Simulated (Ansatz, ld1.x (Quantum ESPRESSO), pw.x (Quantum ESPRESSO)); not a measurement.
# What a changed setting does to a pw.x run (diamond F)

Potential: ultrasoft, ld1.x (Quantum ESPRESSO) 7.5, PBE; core [He], reference 2s2 2p5; waves: 2s (bound): rcut 0.65, rcutus 0.80 bohr; 2s channel at -1.8 Ry: rcut 0.65, rcutus 0.80 bohr; 2p (bound): rcut 1.00, rcutus 1.05 bohr; 2p channel at 0.6 Ry: rcut 1.00, rcutus 1.05 bohr; 3d channel at -0.1 Ry: rcut 0.80, rcutus 1.05 bohr; local part: all-electron potential smoothed inside 1.00 bohr (lloc = -1); core correction: none; augmentation: PSQ, inside the norm-conserving radii.

The reference run (k-mesh 9³, cutoffs 145/900 Ry, Fermi–Dirac 0.01 Ry, mixing_beta 0.4, conv_thr 1e-9, no spin) gives -0.01 GPa at 14.792 Å³/atom, where all-electron LAPW gives -0.01 GPa. This run, with its own iteration cap, changes degauss to 0.002.

```
&control
  calculation='scf', prefix='x', pseudo_dir='./', outdir='./tmp', tstress=.true., disk_io='none'
/
&system
  ibrav=0, nat=2, ntyp=1, ecutwfc=145, ecutrho=900, nbnd=15,
  occupations='smearing', smearing='fd', degauss=0.002
/
&electrons
  conv_thr=1e-09, mixing_beta=0.4, electron_maxstep=60
/
ATOMIC_SPECIES
F 1.0 F.UPF
CELL_PARAMETERS angstrom
  0.00000000 2.45475959 2.45475959
  2.45475959 0.00000000 2.45475959
  2.45475959 2.45475959 0.00000000
ATOMIC_POSITIONS crystal
F 0.0000 0.0000 0.0000
F 0.2500 0.2500 0.2500
K_POINTS automatic
9 9 9 0 0 0
```

```bash
pw.x < F.scf.in > F.scf.out
```

Q: How does the run end?

A: It converges in 7 iterations; the free energy moves by +83.5 meV/atom and the pressure by -0.98 GPa. In a metal, with Fermi–Dirac smearing, F lies below its zero-width value by a term in the square of the width.

```
Message from routine setup:
     using ibrav=0 with symmetry is DISCOURAGED, use correct ibrav instead
     lattice parameter (alat)  =       6.5603  a.u.
     unit-cell volume          =     199.6427 (a.u.)^3
     number of electrons       =        14.00
     number of Kohn-Sham states=           15
     kinetic-energy cutoff     =     145.0000  Ry
     charge density cutoff     =     900.0000  Ry
     scf convergence threshold =      1.0E-09
     Exchange-correlation= PBE
     number of k points=    35  Fermi-Dirac smearing, width (Ry)=  0.0020
     iteration #  1     ecut=   145.00 Ry     beta= 0.40
     total energy              =     -96.87218841 Ry
     estimated scf accuracy    <       0.00015906 Ry
     iteration #  2     ecut=   145.00 Ry     beta= 0.40
     total energy              =     -96.87221452 Ry
     estimated scf accuracy    <       0.00002872 Ry
     iteration #  3     ecut=   145.00 Ry     beta= 0.40
     total energy              =     -96.87222015 Ry
     estimated scf accuracy    <       0.00000535 Ry
     iteration #  4     ecut=   145.00 Ry     beta= 0.40
     total energy              =     -96.87222094 Ry
     estimated scf accuracy    <       0.00000008 Ry
     iteration #  5     ecut=   145.00 Ry     beta= 0.40
     total energy              =     -96.87222106 Ry
     estimated scf accuracy    <       0.00000002 Ry
     iteration #  6     ecut=   145.00 Ry     beta= 0.40
     total energy              =     -96.87222112 Ry
     estimated scf accuracy    <          3.9E-09 Ry
     iteration #  7     ecut=   145.00 Ry     beta= 0.40
     the Fermi energy is    -3.4490 ev
!    total energy              =     -96.87222113 Ry
     estimated scf accuracy    <          1.7E-10 Ry
     smearing contrib. (-TS)   =      -0.00122633 Ry
     The total energy is F=E-TS. E is the sum of the following terms:
     one-electron contribution =     -56.24305763 Ry
     hartree contribution      =      34.33676510 Ry
     xc contribution           =     -18.06382772 Ry
     ewald contribution        =     -56.90087455 Ry
     convergence has been achieved in   7 iterations
          total   stress  (Ry/bohr**3)                   (kbar)     P=       -9.97
     Message from routine punch:
     Nothing written, as per user request (disk_io='none')
```

The run took about 76 s on one core of a shared server CPU.
